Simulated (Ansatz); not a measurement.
# GaN, rock salt: band edges under a change of volume

How fast do the gaps move when the cell is scaled evenly? The symmetry of the cell is held, so distortions that would lower it, which this phase may prefer, aren't tested.

Calculated with Ansatz 0.2.0, PBEsol, PAW files of the set soft_1, cutoff 600 eV, Fermi–Dirac smearing 0.02 eV, k-mesh 11×11×11, no spin polarisation, no spin-orbit coupling.

Reference cell, relaxed at zero pressure with PBEsol (Fm-3m): a = 2.9841 Å, b = 2.9841 Å, c = 2.9841 Å, α = 60.00°, β = 60.00°, γ = 60.00°.

```
atom       x       y       z
  Ga  0.0000  0.0000  0.0000
   N  0.5000  0.5000  0.5000
```

Levels are read on the k-mesh and along lines from Γ to X = (0.5, 0, 0.5), L = (0.5, 0.5, 0.5), K = (0.375, 0.375, 0.75) and W = (0.5, 0.25, 0.75) in the reciprocal basis of this cell (the letters only name these points), and count from the highest filled level.

```csv
ln(V/V0),gap (eV),direct gap at Γ (eV),lowest empty at X (eV)
−0.0619,0.941,3.610,0.941
−0.0202,0.670,3.060,0.670
0.0000,0.543,2.803,0.543
0.0198,0.420,2.557,0.420
0.0392,0.302,2.321,0.302
0.0583,0.189,2.094,0.189
```

**Question.** Fit the direct gap at Γ and give it at ln(V/V0) = −0.0408, a row left out above.

A straight line through the 6 rows: the means are 0.005867 for ln(V/V0) and 2.7408 for the level, Σ(Δx)² = 0.009361 and ΣΔxΔy = −0.1181, so the slope is −0.1181/0.009361 = −12.612 and the intercept 2.7408 − (−12.612)(0.005867) = 2.8148.

The slope is the volume deformation potential of this gap, −12.61 eV, as a mean over the range. The line gives 3.329 eV. The run itself gives 3.329 eV, so the estimate misses by 0.000 eV; the fitted rows themselves lie up to 0.015 eV off the law.

The gap lies below the direct one at Γ in every row. Semilocal functionals give gaps that are too small, and the error differs from valley to valley, so the order of close valleys can be wrong too.

[Logs are printed without paths, hosts, clocks, repeated set-up lines and the standing remarks that a program may print on its own settings, such as how far it seeks lower states.]
